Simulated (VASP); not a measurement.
# K in VASP: further runs, part 2 of 2

VASP 6.6.1. Earlier steps stand in the parts before.

## 4. Single point, RPBE, collinear spin, ferromagnetic start

Input file INCAR:

```
  ALGO = Fast
  EDIFF = 1E-7
  ENCUT = 400
  GGA = RP
  ISIF = 2
  ISMEAR = 0
  ISPIN = 2
  ISYM = 0
  LASPH = True
  LCHARG = False
  LORBIT = 11
  LREAL = False
  LWAVE = False
  MAGMOM = 0.5
  NELM = 80
  NUPDOWN = 1
  PREC = Accurate
  SIGMA = 0.01
```

Input file KPOINTS:

```
k-points
0
Gamma
  1 1 1
```

Input file POSCAR:

```
K                                       
1.0
   10.5000000000      0.0000000000      0.0000000000
    0.0000000000     11.0000000000      0.0000000000
    0.0000000000      0.0000000000     11.5000000000
  K             
     1
Selective dynamics
Direct
     0.5000000000000000    0.5045454544999970    0.5000000000000000   F   F   F
```

Potentials or basis: VASP PAW PBE potentials, release 64 (K_sv).

Started as:

```console
cat potpaw_PBE.64/K_sv/POTCAR > POTCAR
mpirun -np 1 vasp_gam > vasp.out
```

OUTCAR:

```text
EDIFF = 1E-7
   ENCUT = 400
   GGA = RP
   ISIF = 2
   ISMEAR = 0
   ISPIN = 2
   ISYM = 0
   LASPH = True
   LORBIT = 11
   LREAL = False
   NELM = 80
   NUPDOWN = 1
   PREC = Accurate

 ion  position               nearest neighbor table
   1  0.500  0.505  0.500-

IMPORTANT INFORMATION: All symmetrisations will be switched off!
NOSYMM: (Re-)initialisation of all symmetry stuff for point group C_1.

----------------------------------------------------------------------------------------

                                     Primitive cell

  volume of cell :    1328.2500

  direct lattice vectors                    reciprocal lattice vectors
    10.500000000  0.000000000  0.000000000     0.095238095  0.000000000  0.000000000
     0.000000000 11.000000000  0.000000000     0.000000000  0.090909091  0.000000000
     0.000000000  0.000000000 11.500000000     0.000000000  0.000000000  0.086956522

  length of vectors
    10.500000000 11.000000000 11.500000000     0.095238095  0.090909091  0.086956522

  position of ions in fractional coordinates (direct lattice)
     0.500000000  0.504545454  0.500000000

  ion indices of the primitive-cell ions
   primitive index   ion index
                 1           1

----------------------------------------------------------------------------------------

 KPOINTS: k-points

Automatic generation of k-mesh.
 Grid dimensions read from file:
 generate k-points for:    1    1    1

 Generating k-lattice:

  Cartesian coordinates                     Fractional coordinates (reciprocal lattice)
     0.095238095  0.000000000  0.000000000     1.000000000  0.000000000  0.000000000
     0.000000000  0.090909091  0.000000000     0.000000000  1.000000000  0.000000000
     0.000000000  0.000000000  0.086956522     0.000000000  0.000000000  1.000000000

  Length of vectors
     0.095238095  0.090909091  0.086956522

  Shift w.r.t. Gamma in fractional coordinates (k-lattice)
     0.000000000  0.000000000  0.000000000

 Subroutine IBZKPT returns following result:
 ===========================================

 Found      1 irreducible k-points:

 Following reciprocal coordinates:
            Coordinates               Weight
  0.000000  0.000000  0.000000      1.000000
   k-points           NKPTS =      1   k-points in BZ     NKDIM =      1   number of bands    NBANDS=      8
   number of dos      NEDOS =    301   number of ions     NIONS =      1
   total plane-waves  NPLWV = 403200
   dimension x,y,z NGX =    70 NGY =   72 NGZ =   80
   dimension x,y,z NGXF=   140 NGYF=  144 NGZF=  160
   ions per type =               1
   NGX,Y,Z   is equivalent  to a cutoff of  11.08, 10.88, 11.56 a.u.
   NGXF,Y,Z  is equivalent  to a cutoff of  22.17, 21.76, 23.13 a.u.
 SYSTEM =  unknown system
   PREC   = accura    normal or accurate (medium, high low for compatibility)
   ISTART =      0    job   : 0-new  1-cont  2-samecut
   ICHARG =      2    charge: 1-file 2-atom 10-const
   ISPIN  =      2    spin polarized calculation?
   LNONCOLLINEAR =      F non collinear calculations
   LSORBIT =      F    spin-orbit coupling
   LASPH  =      T    aspherical Exc in radial PAW
   ENCUT  =  400.0 eV  29.40 Ry    5.42 a.u.  17.12 17.94 18.75*2*pi/ulx,y,z
   NELM   =     80;   NELMIN=  2; NELMDL= -5     # of ELM steps
   EDIFF  = 0.1E-06   stopping-criterion for ELM
   LREAL  =      F    real-space projection
   EDIFFG = 0.1E-05   stopping-criterion for IOM
   NSW    =      0    number of steps for IOM
   IBRION =     -1    ionic relax: 0-MD 1-quasi-New 2-CG
   NFREE  =      0    steps in history (QN), initial steepest desc. (CG)
   ISIF   =      2    stress and relaxation
   ISYM   =      0    0-nonsym 1-usesym 2-fastsym
   POTIM  = 0.5000    time-step for ionic-motion
   TEBEG  =    0.0;   TEEND  =   0.0 temperature during run
   PSTRESS=    0.0 pullay stress
   NELECT =       9.0000    total number of electrons
   NUPDOWN=       1.0000    fix difference up-down
   EMIN   =  10.00;   EMAX   =-10.00  energy-range for DOS
   EFERMI =   0.00;   METHOD = LEGACY
   ISMEAR =     0;   SIGMA  =   0.01  broadening in eV -4-tet -1-fermi 0-gaus
   EFERMI_NEDOS =   21; number of points for ismear=-14 and -15
   IALGO  =     68    algorithm
   IMIX   =      4    mixing-type and parameters
     AMIX     =   0.40;   BMIX     =  1.00
     AMIX_MAG =   1.60;   BMIX_MAG =  1.00
  volume/ion in A,a.u.               =    1328.25      8963.47
  Fermi-wavevector in a.u.,A,eV,Ry     =   0.309786  0.585411  1.305719  0.095968
  Thomas-Fermi vector in A             =   1.186821
   LORBIT       =     11    0 simple, 1 ext, 2 COOP (PROOUT), +10 PAW based schemes
   GGA     = RP    functional components
   LHFCALC =     F    Hartree Fock is set to
   AEXX    =    0.0000 exact exchange contribution
   IVDW    =     0    specifies the selected vdW correction
   LEPSILON=     F    determine dielectric tensor
   LRPA    =     F    only Hartree local field effects (RPA)
 spin polarized calculation
 RMM-DIIS sequential band-by-band and
 Gauss-broadening in eV      SIGMA  =   0.01
  energy-cutoff  :      400.00
  volume of cell :     1328.25
 maximum number of plane-waves:     12033
 NGX is ok and might be reduce to    70
   NGX = 35   NGY = 35   NGZ = 37

 number of electron       9.0000000 magnetization       1.0000023

 Free energy of the ion-electron system (eV)
  ---------------------------------------------------
  ext. energy  EPLUGINS =         0.00000000
  ---------------------------------------------------
  free energy    TOTEN  =        -0.17133123 eV

  energy without entropy =       -0.17133123  energy(sigma->0) =       -0.17133123

 E-fermi : -18.5715     XC(G=0):  -0.7836

 val. band max:       -2.3970363645   @ k =   0.0000   0.0000   0.0000
 cond. band min:      -1.5505546306   @ k =   0.0000   0.0000   0.0000
 fundamental gap:      0.8464817339
 Fermi energy:        -2.2649076497

 spin component 1

 k-point     1 :       0.0000    0.0000    0.0000
  band No.  band energies     occupation
      1     -35.2884      1.00000
      2     -18.7238      1.00000
      3     -18.7230      1.00000
      4     -18.7219      1.00000
      5      -2.3970      1.00000
      6      -0.7368      0.00000
      7      -0.6994      0.00000
      8      -0.6539      0.00000
 Fermi energy:       -18.5714881348

 spin component 2

 k-point     1 :       0.0000    0.0000    0.0000
  band No.  band energies     occupation
      1     -35.2306      1.00000
      2     -18.6492      1.00000
      3     -18.6485      1.00000
      4     -18.6474      1.00000
      5      -1.5506      0.00000
      6       0.5038      0.00000
      7       0.5602      0.00000
      8       0.6490      0.00000

------------------------ aborting loop because EDIFF is reached ----------------------------------------

  FORCE on cell =-STRESS in cart. coord.  units (eV):
  Direction    XX          YY          ZZ          XY          YZ          ZX
  --------------------------------------------------------------------------------------
  -------------------------------------------------------------------------------------
  Total       -0.1481224     -0.1128271     -0.0868880     -0.0000023      0.0000013     -0.0000009
  in kB       -0.1786699     -0.1360957     -0.1048071     -0.0000028      0.0000016     -0.0000010
  external PRESSURE =      -0.1398576 kB  Pullay stress =       0.0000000 kB

 VOLUME and BASIS-vectors are now :
 -----------------------------------------------------------------------------
  energy-cutoff  :      400.00
  volume of cell :     1328.25
      direct lattice vectors                 reciprocal lattice vectors
    10.500000000  0.000000000  0.000000000     0.095238095  0.000000000  0.000000000
     0.000000000 11.000000000  0.000000000     0.000000000  0.090909091  0.000000000
     0.000000000  0.000000000 11.500000000     0.000000000  0.000000000  0.086956522

 POSITION                                       TOTAL-FORCE (eV/Angst)
 -----------------------------------------------------------------------------------
      5.25000      5.55000      5.75000        -0.000032      0.000024     -0.000042
 -----------------------------------------------------------------------------------
    total drift:                               -0.000032      0.000024     -0.000042

  FREE ENERGIE OF THE ION-ELECTRON SYSTEM (eV)
  ---------------------------------------------------
  free  energy   TOTEN  =        -0.1713312281 eV

  energy  without entropy=       -0.1713312281  energy(sigma->0) =       -0.17133123

 total charge

# of ion       s       p       d       tot
------------------------------------------
    1        1.987   5.566   0.000   7.553

 magnetization (x)

# of ion       s       p       d       tot
------------------------------------------
    1        0.041  -0.007   0.000   0.034
```

OSZICAR:

```text
N       E                     dE             d eps       ncg     rms          rms(c)
DAV:   1     0.107373186999E+03    0.10737E+03   -0.17022E+03    40   0.407E+02
DAV:   2     0.272456565812E+02   -0.80128E+02   -0.80128E+02    56   0.856E+01
[... 32 lines left out ...]
RMM:  35    -0.171327756683E+00   -0.52690E-05   -0.13267E-06    34   0.665E-03    0.131E-04
RMM:  36    -0.171330267598E+00   -0.25109E-05   -0.29241E-06    33   0.894E-03    0.381E-05
RMM:  37    -0.171330925666E+00   -0.65807E-06   -0.32764E-06    32   0.930E-03    0.145E-04
RMM:  38    -0.171330917205E+00    0.84610E-08   -0.12913E-06    33   0.580E-03    0.181E-04
RMM:  39    -0.171331159796E+00   -0.24259E-06   -0.35057E-07    31   0.319E-03    0.145E-04
RMM:  40    -0.171331228070E+00   -0.68274E-07   -0.14070E-07    34   0.242E-03
   1 F= -.17133123E+00 E0= -.17133123E+00  d E =-.342523E-27  mag=     1.0000
```

stdout:

```text
POSCAR found type information on POSCAR K
 POSCAR found :  1 types and       1 ions
 scaLAPACK will be used
 -----------------------------------------------------------------------------
|                                                                             |
|                                                                             |
|     You enforced a specific xc type in the INCAR file but a different       |
|     I HOPE YOU KNOW WHAT YOU ARE DOING!                                     |
|                                                                             |
 -----------------------------------------------------------------------------

 LDA part: xc-table for (Slater+PW92), standard interpolation
 POSCAR, INCAR and KPOINTS ok, starting setup
 FFT: planning ... GRIDC
 FFT: planning ... GRID_SOFT
 FFT: planning ... GRID
 WAVECAR not read
 entering main loop
```

It took 3.4 min on 1 thread of Intel Xeon Platinum 8259CL at 2.50GHz (Skylake/Cascade Lake), shared host; peak memory 1 GiB.

Results:

```yaml
Free_energy: -0.1713 eV
Net_moment: 1.00 μB per cell
Site_moments: K +0.03 μB
Valence_electrons_inside_the_program's_atomic_spheres: K 7.55
```

Caveat: the PAW data sets were made with another functional, which shifts forces and pressure a little; the total moment is fixed, so each spin has its own Fermi level.

## 5. Single point, RPBE+D3(BJ), collinear spin, ferromagnetic start

Edit INCAR of step 4 so:

```diff
@@ -8,2 +8,3 @@
   ISYM = 0
+  IVDW = 12
   LASPH = True
```

KPOINTS is that of step 4.

POSCAR is that of step 4.

Started as:

```console
cat potpaw_PBE.64/K_sv/POTCAR > POTCAR
mpirun -np 1 vasp_gam > vasp.out
```

It took 3.4 min on 1 thread of Intel Xeon Platinum 8259CL at 2.50GHz (Skylake/Cascade Lake), shared host; peak memory 1 GiB.

The run converged. Its results:

* Free energy: -0.1804 eV
* Net moment: 1.00 μB per cell
* Site moments: K +0.03 μB
* Valence electrons inside the program's atomic spheres: K 7.55
* Dispersion energy per atom: -0.009 eV

Caveat: the PAW data sets were made with another functional, which shifts forces and pressure a little; the total moment is fixed, so each spin has its own Fermi level.

## 6. Summary

| task | level | cell | atoms held fixed (from 0) | moment (μB) |
| --- | --- | --- | --- | --- |
| relaxation of the atoms | PBE+D3(BJ) | atoms relaxed | [0] | 1.00 |
| single point | PBE | as given | - | 1.00 |
| single point | RPBE | as given | - | 1.00 |
| single point | RPBE+D3(BJ) | as given | - | 1.00 |

Alike in all rows: potentials or basis VASP PAW PBE potentials, release 64 (K_sv); spin collinear, ferromagnetic start; fixed moment (μB) 1; k mesh 1 × 1 × 1; cutoff (eV) 400; smearing gaussian 0.01 eV.

Caveats: the total moment is fixed, so each spin has its own Fermi level; the PAW data sets were made with another functional, which shifts forces and pressure a little (some runs); the relaxation stopped at its first step, so nothing moved (some runs).

Total energies depend on the potentials used, so only differences within one code and one set of settings carry meaning.
